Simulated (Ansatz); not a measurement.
# Stack of honeycomb BAs under Hf2CO2 MXene, shifted by a third of the diagonal in a perpendicular field

Wanted: the out-of-plane response of the stack of honeycomb BAs under Hf2CO2 MXene, shifted by a third of the diagonal. A positive field points along +c.

Main program and level: Ansatz 0.2.0; plane-wave DFT, PBE-D3(BJ), Ansatz PAW.

This is a report of a sequence of runs, with most program output left out.

## (1) The structure

The cell holds 7 atoms: 1 As, 1 B, 2 O, 2 Hf and 1 C. Cell: a = 3.340 Å, b = 3.339 Å, c = 46.803 Å, α = 90.0°, β = 90.0°, γ = 120.0°. Regions: layer 1: honeycomb BAs, 2 atoms (1 As and 1 B); layer 2: Hf2CO2 MXene, 5 atoms (2 O, 2 Hf and 1 C). Vacuum lies along c.

## (2) Relaxing the slab

The starting cell is a guess, so the in-plane lattice and the atoms are relaxed first, with the slab cut off from its images along the normal.

Input file input.yaml:

```yaml
crystal:
  lattice:
    - [3.3395, 0.0, 0.0]
    - [-1.66975, 2.8920918359, 0.0]
    - [0.0, 0.0, 46.8029467937]
  atoms:
    - { symbol: As, position: [0.6666666667, 0.3333333333, 0.4155721238] }
    - { symbol: B, position: [0.3333333333, 0.6666666667, 0.4155721238] }
    - { symbol: O, position: [0.6666666667, 0.3333333333, 0.4786023431] }
    - { symbol: Hf, position: [0.0, 0.0, 0.5037871168] }
    - { symbol: C, position: [0.3333333333, 0.6666666667, 0.5315151097] }
    - { symbol: Hf, position: [0.6666666667, 0.3333333333, 0.5592431025] }
    - { symbol: O, position: [0.0, 0.0, 0.5844278762] }
  periodic: [true, true, false]
kpoints:
  mp_grid: { grid: [12, 12, 1] }
hamiltonian:
  xc: pbe
  dispersion: d3bj
scf:
  occupations: { method: fermi_dirac, width: 0.05 }
  convergence: { dr2_threshold: 1.0e-09 }
relax:
  f_tol: 0.004
  max_steps: 90
  cell: {}
output:
  write_potential: true
  write_density: true
  volumetric_format: npy
```

Started as:

```sh
> ansatz run input.yaml --threads 2 --pin off --max-ram 4096MiB --backend cpu --events-out ev --progress --plain --runs-dir out
```

Wall time 9.9 min (2 threads of Intel Xeon at 2.50GHz (Skylake/Cascade Lake), shared host); peak memory 0.92 GiB; 19 min of CPU time.

Relaxation path:

| step | energy less that of the first step (eV) | largest force component (eV/Å) | volume (Å³) |
| --- | --- | --- | --- |
| 1 | 0.0000 | 4.2640 | 452.03 |
| 2 | -0.6886 | 3.4193 | 444.11 |
| 3 | -0.9786 | 0.4209 | 447.65 |
| 4 | -1.0065 | 0.2046 | 442.37 |
| 5 | -1.0116 | 0.0261 | 441.20 |
| 6 | -1.0117 | 0.0104 | 441.06 |
| 7 | -1.0118 | 0.0052 | 440.94 |
| 8 | -1.0119 | 0.0008 | 440.86 |
| 9* | -1.0069 | 0.0015 | 440.86 |
| 10 | -1.0070 | 0.0005 | 440.72 |
| 11* | -1.0069 | 0.0005 | 440.72 |

Relaxation steps marked * repeat the geometry before them on a plane-wave basis chosen anew for their cell, so energy and pressure can jump there.

Forces are held to the 6 operations that the run works with; a distortion that breaks them can't arise in this run.

| cell as run | before | after | change |
| --- | --- | --- | --- |
| a (Å) | 3.340 | 3.297 | -1.3 % |
| b (Å) | 3.339 | 3.297 | -1.3 % |

The atoms that moved most (Å, along periodic axes as changes of fractional coordinates times the final cell, across vacuum about the mean position):

| atom | dx | dy | dz | length |
| --- | --- | --- | --- | --- |
| O3 | 0.000 | 0.000 | 0.261 | 0.261 |
| As1 | 0.000 | 0.000 | -0.185 | 0.185 |
| B2 | 0.000 | 0.000 | -0.180 | 0.180 |
| Hf6 | 0.000 | 0.000 | 0.145 | 0.145 |
| O7 | 0.000 | 0.000 | -0.113 | 0.113 |
| C5 | 0.000 | 0.000 | 0.072 | 0.072 |

Numbers from this step:

```
energy at zero smearing : -37847.5361 eV
```

The lattice constant a goes from 3.340 to 3.297 Å.

## (3) Single point, field 0, start network

A sawtooth potential applies the field, turning back in the middle of the vacuum. With the dipole correction the typed value is the field outside the slab. The induced dipole is small, so the SCF threshold is tight.

The cell differs from the one that the last finished run ended in (c 46.803 → 25.975 Å).

Input file input.yaml:

```yaml
crystal:
  lattice:
    - [3.2974642464, 0.0, 0.0]
    - [-1.6487321232, 2.8556878055, 0.0]
    - [0.0, 0.0, 25.9746122993]
  atoms:
    - { symbol: As, position: [0.6666666667, 0.3333333333, 0.3464921785] }
    - { symbol: B, position: [0.3333333333, 0.6666666667, 0.3467034646] }
    - { symbol: O, position: [0.6666666667, 0.3333333333, 0.4772535729] }
    - { symbol: Hf, position: [0.0, 0.0, 0.5125648745] }
    - { symbol: C, position: [0.3333333333, 0.6666666667, 0.5653002144] }
    - { symbol: Hf, position: [0.6666666667, 0.3333333333, 0.6180733195] }
    - { symbol: O, position: [0.0, 0.0, 0.6535078215] }
kpoints:
  mp_grid: { grid: [18, 18, 1] }
  band_path:
    path: [[0, 0, 0], [0.5, 0, 0], [0.33333333, 0.33333333, 0], [0, 0, 0]]
    npoints: 16
hamiltonian:
  xc: pbe
  dispersion: d3bj
scf:
  occupations: { method: fermi_dirac, width: 0.02585 }
  convergence: { dr2_threshold: 1.0e-10 }
efield:
  axis: 3
  dipole_correction: true
  ramp_position: 0.97
  ramp_width: 0.06
  amplitude: 0
output:
  dos: { projected: true, e_range: [-6, 5] }
  write_potential: true
  write_density: true
  volumetric_format: npy
  elf: true
```

The job ended after 92 s (2 threads; peak memory 0.86 GiB).

This step gave:

* dipole along the normal: 0.005498 e·Å
* gap along the path: 0.3989 eV
* smallest direct gap along the path: 0.6252 eV
* step between the vacuum levels: -0.1056 eV
* ionisation energy, upper face: 4.648 eV
* electron affinity, upper face: 4.249 eV
* ionisation energy, lower face: 4.753 eV
* gap, the smaller of path and mesh: 0.3989 eV

Running mean over a fixed 2.7 Å (it still follows the layers) of the planar mean; the ramp of the sawtooth is left out. Electron's electrostatic potential energy less the Fermi level against z:

z (Å), electron's electrostatic potential energy less the Fermi level (eV) and a bar from the least value:
```
      3.5        4.6 ##############################
      4.0        4.6 ##############################
      4.5        4.6 ##############################
      5.0        4.6 ##############################
      5.5        4.5 ##############################
      6.0        4.5 ##############################
      6.5        4.2 #############################
      7.0        3.1 ###########################
      7.5        0.8 ######################
      8.0       -2.0 #################
      8.5       -3.8 #############
      9.0       -4.2 ############
      9.5       -3.9 #############
     10.0       -2.2 ################
     10.5        0.2 #####################
     11.0        0.9 #######################
     11.5       -1.0 ###################
     12.0       -4.0 ############
     12.5       -6.9 #######
     13.0       -8.9 ###
     13.5      -10.1 
     14.0       -9.7 #
     14.5       -9.3 ##
     15.0       -9.3 ##
     15.5       -9.9 
     16.0       -9.9 
     16.5       -8.4 ####
     17.0       -6.2 ########
     17.5       -3.1 ##############
     18.0        0.2 #####################
     18.5        2.9 ###########################
     19.0        4.2 #############################
     19.5        4.4 ##############################
     20.0        4.5 ##############################
     20.5        4.5 ##############################
     21.0        4.5 ##############################
     21.5        4.5 ##############################
     22.0        4.5 ##############################
     22.5        4.5 ##############################
```

The density of states has structure finer than the step of the table below, so its rows give means over 0.25 eV, whole bins alone (the curve runs from -6 to 2.19 eV). Peaks (eV: height): -5.970: 7.50, -5.750: 8.70, -5.170: 16.5, -4.810: 10.2, -4.650: 12.5, -3.380: 6.00, -2.310: 6.43.

Density of states against energy, zero at the Fermi level of the run, which the smearing sets inside the gap; means over each step:

| energy (eV) | density of states (states/eV a cell) |
| --- | --- |
| -5.75 | 5.82 |
| -5.50 | 5.71 |
| -5.25 | 10.0 |
| -5.00 | 6.43 |
| -4.75 | 8.99 |
| -4.50 | 2.52 |
| -4.25 | 1.28 |
| -4.00 | 1.60 |
| -3.75 | 2.48 |
| -3.50 | 4.26 |
| -3.25 | 3.32 |
| -3.00 | 3.33 |
| -2.75 | 3.04 |
| -2.50 | 4.24 |
| -2.25 | 4.39 |
| -2.00 | 4.14 |
| -1.75 | 2.45 |
| -1.50 | 1.41 |
| -1.25 | 1.12 |
| -1.00 | 0.715 |
| -0.75 | 0.291 |
| -0.50 | 0.214 |
| -0.25 | 0.0518 |
| 0.00 | 0 |
| 0.25 | 0.550 |
| 0.50 | 1.21 |
| 0.75 | 1.74 |
| 1.00 | 2.62 |
| 1.25 | 2.72 |
| 1.50 | 1.40 |
| 1.75 | 1.17 |
| 2.00 | 1.25 |

Projected DOS per atom over height of the atomic layer and energy from the Fermi level. Layers: BAs O Hf C Hf O from below.

Ten even steps from '_' (0.00 states/eV) to '@' (2.86 states/eV), each cell a mean:
```
____..__..__
____..__..__
..__::__::__
____::__::__
____..__..__
____________
____________
____________
____________
..__________
..____::____
......**....
......++....
..__..--..__
......--....
::....--....
::__________
..__________
..%%......@@
..@@::..--@@
__**::__::**
..**::__::++
```
Columns: height of the atomic layer (Å) from 9.00 to 17.0 (not evenly spaced); rows upwards: energy from the Fermi level (eV) from -5.96 to 2.14.

The electronic bands at the labelled points (eV, zero at the Fermi level of the run, which the smearing sets inside the gap):

| point | band 40 | band 41 | band 42 | band 43 | band 44 | band 45 | band 46 | band 47 |
| --- | --- | --- | --- | --- | --- | --- | --- | --- |
| Γ | -1.71 | -1.71 | -0.86 | -0.86 | 1.35 | 1.35 | 1.76 | 3.06 |
| halfway | -3.13 | -3.05 | -1.93 | -1.91 | 0.68 | 2.65 | 2.76 | 3.27 |
| M | -3.82 | -2.29 | -2.04 | -1.34 | 0.21 | 1.15 | 2.53 | 2.79 |
| halfway | -3.64 | -2.89 | -2.53 | -0.99 | 1.03 | 1.07 | 2.84 | 3.02 |
| K | -3.24 | -3.21 | -3.19 | -0.19 | 0.44 | 1.70 | 2.57 | 2.64 |
| halfway | -3.36 | -2.95 | -2.56 | -2.00 | 1.11 | 2.26 | 3.22 | 3.22 |
| Γ | -1.71 | -1.71 | -0.86 | -0.86 | 1.35 | 1.35 | 1.76 | 3.06 |

Electrostatic potential energy in the ca plane at fractional y = 0.333, with atoms of As and O and Hf within 0.2 Å of it. With pseudopotentials it is smooth inside the atoms' cores, unlike the true potential.

Ten even steps from '0' (-36 eV) to '9' (7 eV), each cell a mean:
```
99999999999999999998755579999997777888864235
99999999999999999997578658999941278898740002
99999999999999999996599858999810058998720000
99999999999999999997589758999820068998730001
99999999999999999998656578999975588888852013
99999999999999999999866789999998777788876557
99999999999999999999988899999998755678888888
99999999999999999999988899999998654678888888
99999999999999999999887899999998766788887778
```
Columns run along c (16.0 Å, from fractional 0.04 to 0.65 of the cell; values clipped at the 3rd and 97th percentile), rows up along a (3.3 Å). Atoms in or near the plane, at fractional coordinates: As at (0.35, 0.67), O at (0.48, 0.67), Hf at (0.62, 0.67).

ELF in the ca plane at fractional y = 0.333, with atoms of As and O and Hf within 0.2 Å of it. It is the smooth field of the valence electrons, not physical close to the nuclei.

Values, 5 rows by 16 columns, each cell a mean:
```
0.00 0.00 0.00 0.00 0.00 0.06 0.44 0.61 0.58 0.37 0.36 0.72 0.26 0.29 0.37 0.52
0.00 0.00 0.00 0.00 0.00 0.11 0.58 0.45 0.34 0.41 0.49 0.63 0.47 0.12 0.57 0.79
0.00 0.00 0.00 0.00 0.00 0.06 0.45 0.61 0.57 0.37 0.36 0.73 0.27 0.29 0.38 0.54
0.00 0.00 0.00 0.00 0.00 0.01 0.18 0.54 0.59 0.21 0.08 0.17 0.18 0.52 0.39 0.24
0.00 0.00 0.00 0.00 0.00 0.01 0.17 0.53 0.58 0.20 0.07 0.16 0.20 0.52 0.39 0.25
```
Columns run along c (16.0 Å, from fractional 0.04 to 0.65 of the cell), rows up along a (3.3 Å). Atoms in or near the plane, at fractional coordinates: As at (0.35, 0.67), O at (0.48, 0.67), Hf at (0.62, 0.67).

Valence density in the ca plane at fractional y = 0.333, with atoms of As and O and Hf within 0.2 Å of it. It is the smooth field of the valence electrons, not physical close to the nuclei.

Ten steps, logarithmic in the rise over the least value, from '0' (0 e/Å³) to '9' (29 e/Å³), each cell a mean:
```
00000000012332100001222111111244310000000000
00000000124764100013554210012578631000000000
00000000126985200014665210002699841000000000
00000000125885200013564210012689741000000000
00000000013542100002343110111466520000000000
00000000012221100000111111111122211000000000
00000000001111000000011222121111111000000000
00000000001111000000012322221111111000000000
00000000011221000000011221111111111000000000
```
Columns run along c (16.0 Å, from fractional 0.19 to 0.80 of the cell), rows up along a (3.3 Å). Atoms in or near the plane, at fractional coordinates: As at (0.35, 0.67), O at (0.48, 0.67), Hf at (0.62, 0.67).

The gap is 0.40 eV, with the valence edge 4.65 eV and the conduction edge 4.25 eV under the upper vacuum level. Spin-orbit coupling, left out in this run, matters for the bands of elements this heavy.

## (4) Single point, field 0.1 V/Å

input.yaml: that of step 3 with these lines changed.

```diff
@@ -27,7 +27,6 @@
   dipole_correction: true
-  ramp_position: 0.97
-  ramp_width: 0.06
-  amplitude: 0
+  ramp_position: 0.9434
+  ramp_width: 0.0993
+  amplitude: 0.1
 output:
-  dos: { projected: true, e_range: [-6, 5] }
   write_potential: true
@@ -35,2 +34 @@
   volumetric_format: npy
-  elf: true
```

It took 1.8 min on 2 threads; peak memory 0.83 GiB.

The dipole is 0.0489 e·Å, 0.0434 e·Å from its value without field, and the gap 0.548 eV.

## (5) Single point, field -0.1 V/Å

input.yaml: that of step 4 with these lines changed.

```diff
@@ -29,3 +29,3 @@
   ramp_width: 0.0993
-  amplitude: 0.1
+  amplitude: -0.1
 output:
```

Run time: 1.7 min. Hardware: 2 threads; peak memory 0.83 GiB; 3.3 min of CPU time.

The dipole is -0.0381 e·Å, -0.0436 e·Å from its value without field, and the gap 0.255 eV.

## (6) Response, atoms held

This step: plane-wave DFT, PBE-D3(BJ), Ansatz PAW; response to a field along the normal, atoms held (Ansatz 0.2.0).

The dipoles give the slope, and the difference of two potentials shows where the field is screened.

Numbers from this step:

```
equivalent conductor thickness p/(ε₀AE) : 8.359 Å
distance between the outer atoms        : 7.975 Å
```

The dipole of the cell by applied field:

| applied field (V/Å) | dipole of the cell (e·Å) |
| --- | --- |
| -0.1000 | -0.0381 |
| 0.0000 | 0.00550 |
| 0.1000 | 0.0489 |

Local field over the applied field, running mean. From the potentials at -0.1 and 0.1 V/Å; running mean over 2.8 Å. The local field over applied field by z:

| z (Å) | local field over applied field |
| --- | --- |
| 5 | 0.992 |
| 6 | 0.936 |
| 7 | 0.702 |
| 8 | 0.381 |
| 9 | 0.184 |
| 10 | 0.321 |
| 11 | 0.437 |
| 12 | 0.369 |
| 13 | 0.171 |
| 14 | 0.0717 |
| 15 | 0.0700 |
| 16 | 0.129 |
| 17 | 0.346 |
| 18 | 0.647 |
| 19 | 0.899 |
| 20 | 0.987 |
| 21 | 0.999 |

The induced electron density oscillates, so the rows of the table below give means over windows of 0.5 Å about each position, cut where the curve ends. Its maxima inside the range that stand out by 2 % of the span (Å: e/Å³ per V/Å): 7.79: 0.00398, 9.24: 3.5e-4, 11.83: 0.00290, 12.55: 0.00170, 14.00: 6.5e-4, 16.02: 1.2e-4, 17.03: -0.00142. Its minima: 8.80: -3.0e-4, 10.10: -0.00352, 12.27: 0.00117, 13.28: -1.4e-4, 15.30: -6.8e-4, 16.88: -0.00182, 17.61: -0.00350.

Electrons, planar mean, per unit field. Table of induced electron density by z; means over each step:

z (Å), induced electron density (e/Å³ per V/Å) and a bar from the least value:
```
      4.5    0.00001 ##############
      5.0    0.00003 ##############
      5.5    0.00009 ###############
      6.0    0.00027 ################
      6.5    0.00074 ##################
      7.0    0.00180 #######################
      7.5    0.00335 ##############################
      8.0    0.00340 ##############################
      8.5    0.00060 #################
      9.0    0.00002 ##############
      9.5   -0.00060 ############
     10.0   -0.00309 
     10.5   -0.00251 ###
     11.0   -0.00023 #############
     11.5    0.00215 ########################
     12.0    0.00221 ########################
     12.5    0.00143 #####################
     13.0    0.00039 ################
     13.5    0.00002 ##############
     14.0    0.00052 #################
     14.5    0.00009 ###############
     15.0   -0.00026 #############
     15.5   -0.00051 ############
     16.0    0.00003 ##############
     16.5   -0.00079 ###########
     17.0   -0.00166 #######
     17.5   -0.00298 #
     18.0   -0.00265 ##
     18.5   -0.00121 #########
     19.0   -0.00043 ############
     19.5   -0.00014 ##############
     20.0   -0.00004 ##############
     20.5   -0.00001 ##############
     21.0    0.00000 ##############
     21.5    0.00000 ##############
```

The smaller of the gaps on the path and on the k-mesh, counted as 0 under 0.03 eV. The gap by applied field:

| applied field (V/Å) | gap (eV) |
| --- | --- |
| -0.1000 | 0.255 |
| 0.0000 | 0.399 |
| 0.1000 | 0.548 |

By hand: between -0.1 and 0.1 V/Å the dipole changes by 0.08699 e·Å, a slope of 0.4350 e·Å²/V. A perfect conductor of thickness t has p = ε₀AEt, so t = 180.95 × 0.4350 / 9.417 = 8.36 Å (e/ε₀ = 180.95 V·Å, A in Å²).

The induced dipole is that of a conductor 8.36 Å thick.

## (7) Outcome

| Property | Result |
| --- | --- |
| gap without field | 0.399 eV |
| ionisation energy, upper face | 4.65 eV |
| electron affinity, upper face | 4.25 eV |
| step between the vacuum levels | -0.106 eV |
| equivalent conductor thickness, atoms held | 8.36 Å |

In words: The induced dipole equals that of a perfect conductor 8.36 Å thick, while the outer atoms lie 7.97 Å apart; an out-of-plane ε follows only once a thickness t is chosen, by 1 − 1/ε = 8.36 Å / t. The two faces differ: the vacuum level above lies 0.11 eV lower than the one below. The gap goes from 0.40 eV to 0.26 eV at -0.1 V/Å. With the field reversed the gap is 0.55 eV at 0.1 V/Å. Semilocal functionals give gaps that are too small, and excitons are not included. Spin-orbit coupling is left out, which matters for the bands of elements this heavy. The MXene's terminations sit over the metal atoms of its far layer; the site over carbon or nitrogen, which some compounds prefer, was not run.

[Logs are printed without paths, hosts, clocks, repeated set-up lines and the standing remarks that a program may print on its own settings, such as how far it seeks lower states.]

[Hosts, paths, dates, database ids (printed as entryN), source tags and the programs' standing remarks are cut or masked in the printed files.]

[Maps of the electrostatic potential energy from Ansatz leave out the sawtooth potential of an applied field or a dipole correction, so their vacuum need not be flat; planar profiles and work functions include it.]

[The density of states shown here was stored with 400 of the rows of the run's finer table, so its peaks can read low, often by over a quarter, or be missed, and its means over a window can be off by a tenth or more.]
